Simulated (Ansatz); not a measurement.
An Ansatz input:

```yaml
crystal:
  lattice:
    - [0.0, 4.2530839925, 4.2530839925]
    - [4.2530839925, 0.0, 4.2530839925]
    - [4.2530839925, 4.2530839925, 0.0]
  atoms:
    - { symbol: Hg, position: [0.0, 0.0, 0.0] }
hamiltonian:
  xc: blyp
  pseudopotentials:
    kind: paw
    azcp:
      Hg: "pseudopotentials/Hg.paw.azcp"
basis:
  ecutwfc: 420
  fft_grid_basis: typed
kpoints:
  mp_grid: { grid: [7, 7, 7], shift: [0, 0, 0] }
magnetization:
  spin_polarized: false
scf:
  occupations: { method: fermi_dirac, width: 0.1 }
  lower_state_search: "off"
output:
  stress: true
  write_density: true
  write_potential: true
  elf: true
  volumetric_format: npy
```

Output

```
Engine: ansatz 0.2.0, aarch64-unknown-linux-gnu
Pseudopotentials: kind: paw
Pseudopotential: Hg, paw, valence charge 20, recommended cutoff 420 eV (normal) 
Functional definition: BLYP
  parameter beta = 0.0042
  parameter a = 0.04918
  parameter b = 0.132
  parameter c = 0.2533
  parameter d = 0.349
  exchange = b88_x(beta = beta)
  correlation = lyp_c(a = a, b = b, c = c, d = d)
Crystal: 1 atoms, lattice volume = 153.866 Å³
Basis set: ecut = 420 eV, 2975 PW (Γ), exchange–correlation on 90×90×90 points (8 copies of the dense FFT grid, shifted against one another)
Bands: 14, of which v1, the nominal top of the filled ones, is band 10 counted from 1 (9 counted from 0)
Symmetry: 48 space group operations
Space group: Fm-3m (ITA 225), of the structure as read, at distance tolerance 5.4e-5 Å
k-points: 20 of 343
Non-local potential: Hg, projectors of the file, l = 0: 3, l = 1: 2, l = 2: 2, l = 3: 1
PAW form: soft (Blöchl's): semilocal exchange-correlation on the pseudo side does not see the compensation charge
PAW frozen core: Hg, regenerated for the run's functional, and the local potential with it (the file was generated under x = pbe(κ = 0.804, μ = 0.2195149727645171), c = pbe(β = 0.06672455060314922))
PAW one-centre angular grid: Hg, 590 points (default); XC on 64 Gauss nodes
Initial density: superposition of atomic densities (neutral atoms: chi_scale 0, normalization atom), corrected by the library's trained network
Initial wavefunctions: pseudopotential atomic-orbital guess
Functional: x = b88, c = lyp
SCF iter   1: F=—  HF=-13841.177677 eV  |F-HF|=—  |Δ(HF+E_count)|=         —  Δρ=2.21e-3  dr2=1.07e-2  ethr=1.77e-3  ⟨swp⟩=5.0  Hψ=1430  notcnv=0
SCF iter   2: F=—  HF=-13841.174239 eV  |F-HF|=—  |Δ(HF+E_count)|=   3.44e-3  Δρ=8.46e-4  dr2=7.03e-4  ethr=5.34e-5  ⟨swp⟩=2.0  Hψ=561  notcnv=0
SCF iter   3: F=—  HF=-13841.173988 eV  |F-HF|=—  |Δ(HF+E_count)|=   2.52e-4  Δρ=2.03e-4  dr2=2.43e-5  ethr=3.52e-6  ⟨swp⟩=2.0  Hψ=440  notcnv=0
SCF iter   4: F=—  HF=-13841.174004 eV  |F-HF|=—  |Δ(HF+E_count)|=   1.64e-5  Δρ=3.21e-5  dr2=4.66e-7  ethr=1.22e-7  ⟨swp⟩=3.0  Hψ=480  notcnv=0
iter 5 did not close the SCF: its close was put off for the readings that it lacked (scf_convergence_deferred on its scf_iter line)
SCF iter   5: F=-13841.174004 eV  HF=-13841.174004 eV  |F-HF|=1.72e-9  |Δ(HF+E_count)|=   1.16e-8  Δρ=2.17e-6  dr2=4.90e-9  ethr=2.33e-9  ⟨swp⟩=2.6  Hψ=480  notcnv=0
SCF iter   6: F=-13841.174004 eV  HF=-13841.174004 eV  |F-HF|=1.66e-10  |Δ(HF+E_count)|=  5.91e-10  Δρ=3.88e-7  dr2=1.84e-10  ethr=2.45e-11  ⟨swp⟩=4.9  Hψ=1394  notcnv=0
SCF 1 converged in 6 iterations: F = -13841.174004 eV  dr2 = 1.84e-10
WARN: The output density's exchange-correlation potential varies sharply where the density is thin. Do not read a vacuum level from v_tot or v_xc, or from such a field of the output density. On a cell that repeats whose density bears no net charge and no dipole along the vacuum's axis use v_es (v_loc + v_h of the components); under efield.dipole_correction with no amplitude use v_es + v_field, which holds any external_charges[].barrier, or the levels of the report's work_function block, which leave it out; under a non-zero efield.amplitude the vacuum is tilted and has no level; on a cell that repeats and bears such a dipole with no correction it is tilted too, and efield.dipole_correction with no amplitude gives each side of its ramp a level where efield: is served; in a cell that repeats whose density bears a net charge (total_charge, or a fill off its count) it is curved and has none; of a slab under crystal.periodic whose density bears no net charge use v_es, which has a level on each side, short of where the two are joined; of another it falls or rises all the way out and has none; of a slab beside external_charges read slab_vacuum_level instead, which it has where they leave it neutral. The grid or the basis barely resolves most such structure, and the values can differ between equally converged runs; as a rule a tighter scf.convergence.dr2_threshold does not remove it. Where the density itself ripples (under the LDA too) a higher basis.ecutwfc lessens it. The files hold the spikes' plane waves up to the density's cutoff. Files: v_tot_of_output_density and the like, and their columns of v_z.tsv (output.write_potential); v_xc_of_output_density and the like, and their columns of v_comp_z.tsv (output.write_potential_components). Measured: with its Gaussian average of σ = 0.25 Å subtracted twice, the exchange-correlation potential is over 0.1 eV at 18380 of the grid points where the equally averaged density (valence and model cores) is under 1e-3 e/Å³, and 7.16 eV at the most among them, at an averaged density of 3.7e-4 e/Å³. The input density's (outcome.potential() and, of a run that writes arrays, v_tot and v_xc) is over 0.1 eV, so measured, at 18380 points of its own thin density, 7.16 eV at the most. See output.write_potential in the manual, Limitations
SCF converged after 6 iterations
Free energy (F): -13841.174004 eV
Harris-Foulkes:  -13841.174004 eV  (|F-HF|=1.66e-10)
Internal energy: -13841.174004 eV  (E = F + TS)
E sigma→0 (E₀):  -13841.174004 eV
Fermi energy:    -1.274429 eV
--- Per-component energies (eV) ---
  E_band       = -686.047346
  E_kinetic    = 605.019888
  E_local      = -4879.324365  (includes V_loc(G=0)·N_el)
  E_nonlocal   = 69.840451
  E_hartree    = 2109.196181
  E_xc         = -217.192008
  E_vxc        = -257.128930  (∫ρ·V_xc dr)
  E_paw        = -9976.570761  (= ΣΔE_a)
  E_vpaw       = -442.848641  (= ΣTr[D̂ρ^β])
  E_aug_tail   = 0.000891  (compensation charges beyond the density's cutoff)
  E_ewald      = -1552.294489
  E_core_change = 0.150209  (= ΣΔE_core)
  E_smearing   = -0.000000  (= −TS)
  E_closure    = -0.000000  (closes the sum)
  Σ components = -13841.174004   (vs F -13841.174004, Δ=0.00e0)
--- Stress (GPa, compression-positive) ---
        0.037992       0.000000      -0.000000
        0.000000       0.037992      -0.000000
        0.000000      -0.000000       0.037992
  P = ⅓ Tr σ = 0.0380 GPa (0.380 kbar)
--- Band table (eV; the first three rows and the last of 20) ---
  k-point 0: bands = ["-115.0188", "-63.3930", "-63.3930", "-63.3930", "-6.7964", "-6.7964", "-6.7964", "-6.7927", "-6.7927", "-4.0879", "3.0681", "3.0681", "3.0681", "3.5826"]
  k-point 1: bands = ["-115.0188", "-63.3930", "-63.3930", "-63.3930", "-6.7961", "-6.7957", "-6.7957", "-6.7925", "-6.7925", "-4.0483", "2.3166", "3.0141", "3.0141", "4.2661"]
  k-point 2: bands = ["-115.0188", "-63.3930", "-63.3930", "-63.3930", "-6.7956", "-6.7954", "-6.7954", "-6.7908", "-6.7908", "-3.9536", "1.5368", "2.9045", "2.9045", "4.6082"]
  k-point 19: bands = ["-115.0188", "-63.3930", "-63.3930", "-63.3930", "-6.7961", "-6.7936", "-6.7922", "-6.7908", "-6.7878", "-3.7887", "1.5679", "1.6289", "2.2668", "5.2691"]
```
